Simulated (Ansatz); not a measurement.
Crystal: Gd.

```
Gd
1.0
     3.63600    0.00000    0.00000
    -1.81800    3.14887    0.00000
     0.00000    0.00000    5.78260
Gd
2
Direct
  0.66667 0.33333 0.75000
  0.33333 0.66667 0.25000
```

```yaml
Program: Ansatz 0.2.0
Task: phonons
Functional: PBE
Potentials_or_basis: Ansatz PAW
Cutoff: "420 eV (not typed: the program's choice for these potentials)"
k_mesh: 6 × 6 × 4
Occupations: fermi-dirac, width 0.05 eV
Spin: collinear spin, ferromagnetic start
Starting_moments: "[7.0, 7.0] μB"
q_mesh: 2 × 2 × 2
Path: "[[\"G\", \"M\", \"K\", \"G\", \"A\", \"L\", \"H\", \"A\"], [\"L\", \"M\"], [\"K\", \"H\"]]"
Points_for_each_segment_of_the_path: 8
```

**Question.** Is this structure dynamically stable at this level, and how far does the spectrum reach?

**Answer.** Yes, as far as this q mesh shows: no mode on the path is imaginary. The highest frequency is 104 cm⁻¹.

A q mesh this small can miss soft modes between its points.

Caveat: the q mesh is small, so phonon branches between its points and thermal values are rough.
